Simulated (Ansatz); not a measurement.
Relaxed bulk Ti:

```yaml
crystal:
  lattice:
    - [2.90044, 0.00000, 0.00000]
    - [-1.45022, 2.51185, 0.00000]
    - [0.00000, 0.00000, 4.59099]
  atoms:
    - { symbol: Ti, position: [0.33333, 0.66667, 0.25000] }
    - { symbol: Ti, position: [0.66667, 0.33333, 0.75000] }
```

Miller indices refer to the conventional cell of P6_3/mmc (No. 194), a = 2.900 Å, b = 2.900 Å, c = 4.591 Å, α = 90.00°, β = 90.00°, γ = 120.00°.

The (100) slab of 10 planes, 10.9 Å thick with 15 Å of vacuum as cut; outer planes Ti (top) and Ti (bottom).

Method: Ansatz 0.2.0, DFT PBEsol, scalar-relativistic, plane waves, PAW. Plane waves to 420 eV, a k mesh through Γ of 12×8×1 on the computed 10-atom cell and Gaussian smearing (0.10 eV); no spin polarisation. A dipole correction removes the field between periodic images along c.

With the atoms at the bulk's places:

| Property | Result |
| --- | --- |
| Surface energy (mean of both faces) | 2.26 J/m² |
| Work function | 3.86 eV |

**Question.** What changes when all atoms relax within this surface cell and its symmetry?

**Answer.** The energy falls by 0.022 J/m² a face, and the largest move is 0.09 Å.

```json
{
  "Surface energy (mean of both faces)": "2.24 J/m²",
  "Work function": "3.97 eV"
}
```

| plane (bottom to top) | atoms | spacing to next, bulk (Å) | relaxed (Å) | change (%) |
| --- | --- | --- | --- | --- |
| 1 | Ti | 0.837 | 0.813 | -2.9 |
| 2 | Ti | 1.675 | 1.589 | -5.1 |
| 3 | Ti | 0.837 | 0.866 | +3.5 |
| 4 | Ti | 1.675 | 1.657 | -1.0 |
| 5 | Ti | 0.837 | 0.847 | +1.1 |
| 6 | Ti | 1.675 | 1.657 | -1.0 |
| 7 | Ti | 0.837 | 0.866 | +3.5 |
| 8 | Ti | 1.675 | 1.589 | -5.1 |
| 9 | Ti | 0.837 | 0.813 | -2.9 |
| 10 | Ti |  |  |  |